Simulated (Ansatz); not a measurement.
# V_C in SiC (F-43m): charge-transition levels and formation energies

Charge states of V_C in SiC (F-43m), set against the band edges. Model: a cell of 64 host atoms with 1 C taken out.

Main program and level: Ansatz 0.2.0; place-levels on r2SCAN runs: charge-transition levels and formation energies with image-charge correction and potential alignment at the atomic sites; PAW set soft_1.

Experimental background.

“Insight into the structural, elastic and electronic properties of a new orthorhombic 6O-SiC polytype” (2020, pmc:7200658) quotes from earlier work for SiC, cubic 3C zincblende (literature value): band gap (indirect gap) 2.4 eV [literature value; measurement temperature and method not stated].

Report form: the programs' logs are mostly left out.

### 1. Starting point

The cell holds 63 atoms: 32 Si and 31 C. Cell: a = 8.713 Å, b = 8.713 Å, c = 8.713 Å, α = 90.0°, β = 90.0°, γ = 90.0°. It derives from SiC (space group F-43m). Nearest the centre at fractional (0.375, 0.375, 0.375): Si11 at 1.89 Å, Si18 at 1.89 Å, Si56 at 1.89 Å, Si33 at 1.89 Å, C30 at 3.08 Å, C22 at 3.08 Å, C14 at 3.08 Å, C13 at 3.08 Å.

Known beforehand: the electronic dielectric constant, 7.06, and the static one, 10.43, computed on the host (DFPT, PBEsol, on the r2SCAN cell), and a cell off the functional's own equilibrium shifts the ionic part.

The cell's shortest repeat is 8.7 Å.

### 2. The runs of each charge state

A transition level is the Fermi level at which two charge states cost the same, so each charge needs its own total energy, at its own relaxed structure.

Each atom starts 0.05 Å or so off its site in a random direction: a symmetric start keeps its symmetry, and would miss off-centre moves and Jahn–Teller distortions. Forces are taken at one point at (¼, ¼, ¼). The cell holds 2 electrons more than the neutral one, with a uniform background that keeps it neutral on the whole.

The sampling was tested on the host first: at the k-points planned (1x1x1 shifted 0.25 0.25 0.25) its energy lies 0.000 eV an atom from the dense-mesh value, under the bound of 0.02 eV set for this test; that bounds the host's error, not the defect's.

One state's input; the others differ in charge, spin, start and seed, and in occupations where the table says so.

Contents of qm2.relax/input.yaml:

```yaml
crystal:
  lattice:
    - [8.71318497, 0.0, 0.0]
    - [0.0, 0.0, -8.71318497]
    - [0.0, 8.71318497, 0.0]
  atoms:
    - { symbol: Si, position: [0.0, 0.0, 0.0] }
    - { symbol: Si, position: [0.0, 0.25, 0.25] }
[... 2 atom lines left out ...]
    - { symbol: C, position: [0.125, 0.125, 0.375] }
    - { symbol: C, position: [0.125, 0.375, 0.125] }
    - { symbol: C, position: [0.375, 0.125, 0.125] }
[... 3 atom lines left out ...]
    - { symbol: Si, position: [0.25, 0.25, 0.5] }
[... 1 atom line left out ...]
    - { symbol: C, position: [0.125, 0.375, 0.625] }
    - { symbol: C, position: [0.375, 0.125, 0.625] }
[... 3 atom lines left out ...]
    - { symbol: Si, position: [0.25, 0.5, 0.25] }
[... 1 atom line left out ...]
    - { symbol: C, position: [0.125, 0.625, 0.375] }
[... 1 atom line left out ...]
    - { symbol: C, position: [0.375, 0.625, 0.125] }
[... 3 atom lines left out ...]
    - { symbol: Si, position: [0.25, 0.5, 0.75] }
    - { symbol: Si, position: [0.25, 0.75, 0.5] }
[... 2 atom lines left out ...]
    - { symbol: C, position: [0.375, 0.625, 0.625] }
[... 2 atom lines left out ...]
    - { symbol: Si, position: [0.5, 0.25, 0.25] }
[... 2 atom lines left out ...]
    - { symbol: C, position: [0.625, 0.125, 0.375] }
    - { symbol: C, position: [0.625, 0.375, 0.125] }
[... 5 atom lines left out ...]
    - { symbol: Si, position: [0.75, 0.25, 0.5] }
[... 1 atom line left out ...]
    - { symbol: C, position: [0.625, 0.375, 0.625] }
[... 2 atom lines left out ...]
    - { symbol: Si, position: [0.5, 0.5, 0.0] }
[... 3 atom lines left out ...]
    - { symbol: C, position: [0.625, 0.625, 0.375] }
[... 3 atom lines left out ...]
    - { symbol: Si, position: [0.5, 0.5, 0.5] }
[... 6 atom lines left out ...]
    - { symbol: C, position: [0.875, 0.875, 0.875] }
  host:
    repeats: [2, 2, 2]
    atoms:
      - { symbol: Si, position: [0.0, 0.0, 0.0] }
      - { symbol: Si, position: [0.0, 0.5, 0.5] }
      # ... 6 more atoms of the perfect host
total_charge: -2
basis:
  ecutwfc: 500
  xc_grid: 2
hamiltonian:
  xc: r2scan
  pseudopotentials: { kind: paw, azcp: { folder: soft_1 } }
kpoints:
  mp_grid: { grid: [1, 1, 1], shift: [0.25, 0.25, 0.25] }
scf:
  occupations: { method: fixed }
  max_iter: 80
output:
  forces: true
  charged_corrections:
    epsilon: 7.06
    static_epsilon: 10.43
    defect_position: [0.375, 0.375, 0.375]
relax:
  f_tol: 0.02
  max_steps: 80
  random_displacement: { amplitude: 0.05, seed: 3978 }
checkpoint:
  write: "../qm2.relax.run"
  compress: false
  write_wavefunctions: true
  write_every: 100000
```

The run is started by

```sh
$ ansatz run input.yaml --threads 8 --pin off --max-ram 15073MiB --backend cpu --events-out ev --progress --plain --runs-dir out
```

The relaxed structure is kept and the sampling changed to a 2×2×2 shifted mesh.

The run of this state that the levels use, under r2SCAN:

Contents of qm2.point/input.yaml:

```yaml
crystal:
  checkpoint: "../qm2.relax.run"
  host: checkpoint
total_charge: -2
basis:
  ecutwfc: 500
  xc_grid: 2
hamiltonian:
  xc: r2scan
  pseudopotentials: { kind: paw, azcp: { folder: soft_1 } }
kpoints:
  mp_grid: { grid: [2, 2, 2], shift: [0.5, 0.5, 0.5] }
scf:
  occupations: { method: fermi_dirac, width: 0.01 }
  max_iter: 80
output:
  forces: true
  eigenvalues: true
  charged_corrections:
    epsilon: 7.06
    static_epsilon: 10.43
    defect_position: [0.375, 0.375, 0.375]
  eigenstates: { localisation: true }
  populations: true
  band_densities: [{ bands: [v1, v1] }, { bands: [c1, c1] }]
  write_density: true
  write_potential: true
  volumetric_format: npy
  elf: true
checkpoint:
  read: "../qm2.relax.run"
  write: "../qm2.point.run"
  compress: false
  write_wavefunctions: false
  write_every: 100000
```

Relaxations under r2SCAN at one point at (¼, ¼, ¼); times on 8 threads of Arm Neoverse N1, shared host:

```csv
charge,moment (μB),occupations,outcome,steps,largest displacement against the far atoms (Å),time
−2,0,fixed,converged,13,0.64,1.7 min
−1,1,fixed,converged,18,0.27,6.1 min
0,0,fixed,converged,8,0.22,70 s
+1,1,fixed,converged,8,0.11,3 min
+2,0,fixed,converged,7,0.14,57 s
−1,3,fixed,converged,8,0.12,2.5 min
+1,3,fixed,converged,8,0.15,2.6 min
```

Single points under r2SCAN at a 2×2×2 shifted mesh; times on 8 threads of Arm Neoverse N1, shared host:

```csv
charge,moment (μB),occupations,outcome,time
−2,0,fermi-dirac,converged,56 s
−1,1,fermi-dirac,converged,2.9 min
0,0,fermi-dirac,converged,53 s
+1,1,fermi-dirac,converged,2.5 min
+2,0,fermi-dirac,converged,53 s
−1,3,fermi-dirac,converged,2.6 min
+1,3,fermi-dirac,converged,2.8 min
```

Distances (Å) from the ideal centre to the nearest atoms after relaxation with r2SCAN:

```csv
charge,moment (μB),1.,2.,3.,4.,5.,6.
−2,0,Si 1.26,Si 1.84,Si 1.85,Si 1.86,C 3.00,C 3.01
−1,1,Si 1.71,Si 1.74,Si 1.86,Si 1.86,C 2.96,C 2.96
−1,3,Si 1.76,Si 1.81,Si 1.82,Si 1.82,C 3.07,C 3.07
0,0,Si 1.80,Si 1.87,Si 1.87,Si 1.87,C 2.97,C 2.97
+1,1,Si 1.93,Si 1.93,Si 1.93,Si 2.00,C 3.05,C 3.05
+1,3,Si 1.77,Si 1.82,Si 1.92,Si 1.92,C 3.00,C 3.00
+2,0,Si 2.00,Si 2.00,Si 2.01,Si 2.02,C 3.06,C 3.06
```

### 3. Placing the levels, r2SCAN

A charged cell interacts with its images and the background, and its potential has another zero than the host's. place-levels removes the first by a point-charge model, screened by the static dielectric constant since the ions have relaxed around the charge, and the second by comparing potentials at atoms far from the defect.

The host is a run of the defect-free crystal in the same cutoffs, grids and k-points, so that basis and sampling errors cancel in part in the differences. The host is run in a cell of 8 atoms on a matching mesh. Its band edges are searched through the zone by a band path, so the gap is smaller than, or equal to, that on the mesh. Chemical potentials are energies per atom of C (diamond), run with the same functional and cutoff. Carbon is taken as diamond, which semilocal functionals can put about 0.1 eV an atom over graphite.

Contents of levels.point.yaml:

```yaml
host:
  run: host.point.run
states: [qm2.point.run, qm1_M1.point.run, q0.point.run, qp1_M1.point.run, qp2.point.run, qm1_M3.point.run, qp1_M3.point.run]
geometry_from:
  qm2.point.run: qm2.relax.run
  qm1_M1.point.run: qm1_M1.relax.run
  q0.point.run: q0.relax.run
  qp1_M1.point.run: qp1_M1.relax.run
  qp2.point.run: qp2.relax.run
  qm1_M3.point.run: qm1_M3.relax.run
  qp1_M3.point.run: qp1_M3.relax.run
  host.point.run: host.relax.run
chemical_potentials:
  C:
    energy: -251.553391
    dataset: "<sha256 of the dataset>"
epsilon: 7.06
static_epsilon: 10.43
vertical:
  - { from: qm2.point.run, to: qm2.point_neutral.run }
  - { from: qm1_M1.point.run, to: qm1_M1.point_neutral.run }
  - { from: qp1_M1.point.run, to: qp1_M1.point_neutral.run }
  - { from: qp2.point.run, to: qp2.point_neutral.run }
  - { from: qm1_M3.point.run, to: qm1_M3.point_neutral.run }
  - { from: qp1_M3.point.run, to: qp1_M3.point_neutral.run }
```

The run is started by

```sh
$ ansatz place-levels levels.point.yaml -- --threads 8 --pin off --max-ram 15073MiB
```

Run time: 1.4 s. Hardware: 8 threads of Arm Neoverse N1, shared host.

Levels between the charges placed, in eV above the valence top:

|  | gap (eV) | (+2/+1) | (+1/0) | (0/−1) | (−1/−2) |
| --- | --- | --- | --- | --- | --- |
| r2SCAN | 1.69 | 1.38 | 1.51 | 2.04 | 2.28 |

Corrections by state:

```csv
charge,moment (μB),image terms and alignment (eV),band filling (eV),ε used,"over the lowest of its charge, as the program ranks them, band filling apart (eV)"
+2,0.0,0.421,-,10.43,0.000
+1,1.0,0.037,-,10.43,0.000
0,0.0,0.000,-,-,0.000
−1,1.0,0.325,-0.298,10.43,0.000
−2,0.0,1.026,-0.467,10.43,0.000
+1,3.0,-0.035,-,10.43,2.080
−1,3.0,0.324,-,10.43,0.021
```

The charged structures listed were also run neutral, and place-levels reads from each pair, by the potential or the spins, how wide the charge is by which they differ; that can be the carrier of either run.

```
charge  rms radius (Å)  spread where it is widest against the cell (Å)  wide from (Å)  reading
    +2             3.5                                            2.00           1.51     wide
    +1             3.3                                            1.93           1.51     wide
    −1             2.8                                            1.75           1.51     wide
    −2             3.0                                            1.71           1.51     wide
```

The neutral runs of these pairs need not share the spin of the lowest neutral state, and very wide values only mean spread over the cell.

From the program's caveats on the states, each cut to its opening words:

- charge +2: it parts from the run at its places by a charge that spreads by about 2 Å along one vector (1.5 Å or more is wide), by its potential at epsilon 7.06, taken for [...]
- charge +1 (1 μB): it parts from the run at its places by a charge that spreads by about 1.9 Å along one vector (1.5 Å or more is wide), by the spins about the atoms, where the [...]
- charge +1 (1 μB): the host's ions (past the first shell or, of a walk that freed a part, those that it held) aren't shown at rest: they stand up to 0.033 Å off their sites, 0.43 [...]
- charge +1 (1 μB), −1 (1 μB), +1 (3 μB), −1 (3 μB): flagged: stability check not made
- charge −1 (1 μB): it parts from the run at its places by a charge that spreads by about 1.8 Å along one vector (1.5 Å or more is wide), by its potential at epsilon 7.06, taken [...]
- charge −1 (1 μB): a band-filling correction moves a carrier to the host's band edge, which changes its energy by -0.298 eV
- charge −1 (1 μB): the host's ions (past the first shell or, of a walk that freed a part, those that it held) aren't shown at rest: they stand up to 0.123 Å off their sites, 0.41 [...]
- charge −2: it parts from the run at its places by a charge that spreads by about 1.7 Å along one vector (1.5 Å or more is wide), by its potential at epsilon 7.06, taken [...]
- charge −2: a band-filling correction moves a carrier to the host's band edge, which changes its energy by -0.467 eV
- charge +1 (3 μB): it parts from the run at its places by a charge that spreads by about 3.4 Å along one vector (1.5 Å or more is wide), by its potential at epsilon 7.06, taken [...]
- charge +1 (3 μB): the host's ions (past the first shell or, of a walk that freed a part, those that it held) aren't shown at rest: they stand up to 0.082 Å off their sites, 0.11 [...]
- charge +1 (3 μB): its moments are held at its close (magnetization.spin_locking), by a field of 1.016 eV a Bohr magneton, and its energy and levels are of the state that this [...]
- charge −1 (3 μB): it parts from the run at its places by a charge that spreads by about 1.6 Å along one vector (1.5 Å or more is wide), by its potential at epsilon 7.06, taken [...]

The host's formation energy from the elements is -0.355 eV per atom; it sets how far the chemical potentials can move.

Limit set by the element alone; other compounds of these elements are not counted. Chemical potentials from the elements' reference states: C 0.00 eV, Si -0.71 eV. Formation energies (C-rich), with the Fermi level at the valence top and at the conduction bottom (gap 1.69 eV):

```
charge  at valence top (eV)  at conduction bottom (eV)  correction included (eV)
    +2                 2.20                       5.59                      0.42
    +1                 3.59                       5.28                      0.04
     0                 5.10                       5.10                      0.00
    −1                 7.13                       5.44                      0.03
    −2                 9.41                       6.03                      0.56
```

| Fermi level (eV) | lowest formation energy (eV) |
| --- | --- |
| 0.00 | 2.20 |
| 0.15 | 2.51 |
| 0.31 | 2.82 |
| 0.46 | 3.12 |
| 0.62 | 3.43 |
| 0.77 | 3.74 |
| 0.92 | 4.05 |
| 1.08 | 4.36 |
| 1.23 | 4.66 |
| 1.39 | 4.97 |
| 1.54 | 5.10 |
| 1.69 | 5.10 |

Limit set by the element alone; other compounds of these elements are not counted. Chemical potentials from the elements' reference states: Si 0.00 eV, C -0.71 eV. Formation energy by charge state (Si-rich; gap 1.69 eV):

```csv
charge,at valence top (eV),at conduction bottom (eV),correction included (eV)
+2,1.49,4.88,0.42
+1,2.88,4.57,0.04
0,4.39,4.39,0.00
−1,6.42,4.73,0.03
−2,8.70,5.32,0.56
```

```json
{"Fermi level (eV)": "0.00", "lowest formation energy (eV)": "1.49"}
{"Fermi level (eV)": "0.15", "lowest formation energy (eV)": "1.80"}
{"Fermi level (eV)": "0.31", "lowest formation energy (eV)": "2.11"}
{"Fermi level (eV)": "0.46", "lowest formation energy (eV)": "2.41"}
{"Fermi level (eV)": "0.62", "lowest formation energy (eV)": "2.72"}
{"Fermi level (eV)": "0.77", "lowest formation energy (eV)": "3.03"}
{"Fermi level (eV)": "0.92", "lowest formation energy (eV)": "3.34"}
{"Fermi level (eV)": "1.08", "lowest formation energy (eV)": "3.65"}
{"Fermi level (eV)": "1.23", "lowest formation energy (eV)": "3.95"}
{"Fermi level (eV)": "1.39", "lowest formation energy (eV)": "4.26"}
{"Fermi level (eV)": "1.54", "lowest formation energy (eV)": "4.39"}
{"Fermi level (eV)": "1.69", "lowest formation energy (eV)": "4.39"}
```

### 4. The same at the relaxations' own k-points

The relaxations' own energies give the levels at their sampling, for comparison.

Contents of levels.relax_mesh.yaml:

```yaml
host:
  run: host.relax.run
states: [qm2.relax.run, qm1_M1.relax.run, q0.relax.run, qp1_M1.relax.run, qp2.relax.run, qm1_M3.relax.run, qp1_M3.relax.run]
chemical_potentials:
  C:
    energy: -251.553391
    dataset: "<sha256 of the dataset>"
```

The run is started by

```sh
$ ansatz place-levels levels.relax_mesh.yaml -- --threads 8 --pin off --max-ram 15073MiB
```

Run time: 0.38 s. Hardware: 8 threads.

Levels between neighbouring charges, in eV above the valence top:

```
                        gap (eV)  (+2/+1)  (+1/0)  (0/−1)  (−1/−2)
one point at (¼, ¼, ¼)      1.68     1.16    1.69    2.09     2.22
  a 2×2×2 shifted mesh      1.69     1.38    1.51    2.04     2.28
```

Going from one point at (¼, ¼, ¼) to a 2×2×2 shifted mesh moves the levels that carry no band-filling term by up to 0.23 eV and formation energies against the elements by up to 0.21 eV; band-filling terms, which differ between samplings, are in these energies.

### 5. Summary of results

* gap of the host: 1.69 eV (r2SCAN)
* level (plus 2/plus 1): 1.38 eV above the valence top
* level (plus 1/0): 1.51 eV above the valence top
* level (0/minus 1): 2.04 eV above the valence top, past the conduction bottom (2.33 eV above the valence top without the band-filling term)
* level (minus 1/minus 2): 2.28 eV above the valence top, past the conduction bottom (2.45 eV above the valence top without the band-filling term)
* lowest of the charges placed, just above the valence top (0.02 eV): +2
* lowest of the charges placed, just below the conduction bottom (0.02 eV): 0
* lowest formation energy at mid-gap of the charges run, C-rich: 3.89 eV
* lowest formation energy at mid-gap of the charges run, Si-rich: 3.18 eV

What this shows: Of the charges placed (−2, −1, 0, +1 and +2), the lowest changes at 1.38 eV (+2/+1) and 1.51 eV (+1/0) above the valence top, in a gap of 1.69 eV. (+2/+1) lies nearer to a band edge than the share of the finite-size correction in it (0.38 eV), and that correction holds for a localised charge alone. Charges above +2 were not placed, so these runs say nothing of levels that involve them. States placed: +2 at 0 μB; +1 at 1 μB and 3 μB; 0 at 0 μB; −1 at 1 μB and 3 μB; −2 at 0 μB. Other spin states or structures, where not listed, weren't placed. The program finds carriers beyond a band edge of the host and adds a band-filling term at charge −2 (-0.47 eV) and −1 (-0.30 eV); steps to such a charge show no bound level, and a defect level inside a band would be read the same way. Going from one point at (¼, ¼, ¼) to a 2×2×2 shifted mesh moves the levels that carry no band-filling term by up to 0.23 eV and formation energies against the elements by up to 0.21 eV; band-filling terms, which differ between samplings, are in these energies. Limits: the images are only 8.7 Å apart; r2SCAN makes the gap too small and tends to spread out bound carriers; force components of up to 0.29 eV/Å remain in a run at the final settings.

Comparison with the measured values:

| quantity | measured | r2SCAN |
| --- | --- | --- |
| band gap (least gap of the host) (eV) | 2.4 | 1.69 (-0.71 eV) |

Measured values from pmc:7200658 (2020).

**Verdict.** The band gap is off by -0.71 eV: a clear miss. Local and semilocal functionals usually give gaps below the measured ones. Zero-point and thermal motion shift the measured gap.

[Logs are printed without paths, hosts, clocks, repeated set-up lines and the standing remarks that a program may print on its own settings, such as how far it seeks lower states.]

[Hosts, paths, dates, database ids (printed as entryN), source tags and the programs' standing remarks are cut or masked in the printed files.]

[Where a table of states has a column of steps, it counts the stored structures, which are thinned; the runs took as many ionic steps or more.]

[A defect's name tells the site on which it was built; relaxed atoms can leave that site.]

[For some hosts the program warned that the k-mesh of the response run may be too coarse for force constants and the static dielectric constant; such warnings are not shown here.]
